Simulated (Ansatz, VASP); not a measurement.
# Two plane-wave programs on C

Contents of INCAR:

```
SYSTEM = C
ALGO = Normal
EDIFF = 1E-7
ENCUT = 520
GGA = PE
ISIF = 2
ISMEAR = -1
LASPH = .TRUE.
LCHARG = .FALSE.
LREAL = .FALSE.
LWAVE = .FALSE.
NBANDS = 8
NELM = 60
PREC = Accurate
SIGMA = 0.05
```

File KPOINTS:

```
k-points
0
G
  6 6 20
  0 0 0
```

File POSCAR:

```
C
1.0
    4.3111655004      0.0000000000      0.0000000000
    0.0000000000      4.3111655004      0.0000000000
    0.0000000000      0.0000000000      1.2991641719
C
1
Direct
    0.5000000000      0.5000000000      0.5000000000
```

The input input.yaml:

```yaml
crystal:
  lattice:
    - [4.3111655004, 0.0, 0.0]
    - [0.0, 4.3111655004, 0.0]
    - [0.0, 0.0, 1.2991641719]
  atoms:
    - { symbol: C, position: [0.5, 0.5, 0.5] }
hamiltonian:
  xc: pbe
  pseudopotentials: { kind: paw, azcp: { folder: soft_1 } }
kpoints:
  mp_grid: { grid: [6, 6, 20] }
scf:
  occupations: { method: fermi_dirac, width: 0.05 }
output:
  forces: true
  stress: true
  eigenvalues: true
  write_density: true
  write_potential: true
  elf: true
  volumetric_format: npy
```

The cell was built by a generator and needn't be a form met in nature.

Alike in both runs: task single point; functional PBE; k mesh 6 × 6 × 20; occupations fermi-dirac, width 0.05 eV; no spin polarisation.

|  | VASP | Ansatz |
| --- | --- | --- |
| version | VASP 6.6.1 | Ansatz 0.2.0 |
| potentials or method | VASP PAW PBE potentials, release 64 (C) | Ansatz PAW soft_1 |
| plane-wave cutoff (eV) | 520 | 420 |
| valence electrons in the cell | 4 | 4 |

Ansatz gave:

```
gap on the k mesh at the Fermi level (eV)       : none
pressure (GPa)                                  : -3.3
largest component of the traceless stress (GPa) : 5.92
```

**Question.** Which values does VASP return?

**Answer.** gap on the k mesh at the Fermi level (eV): none; pressure (GPa): -3.4; largest component of the traceless stress (GPa): 6.00.

A gap of «none» marks a metal or a gap that the smearing closes.
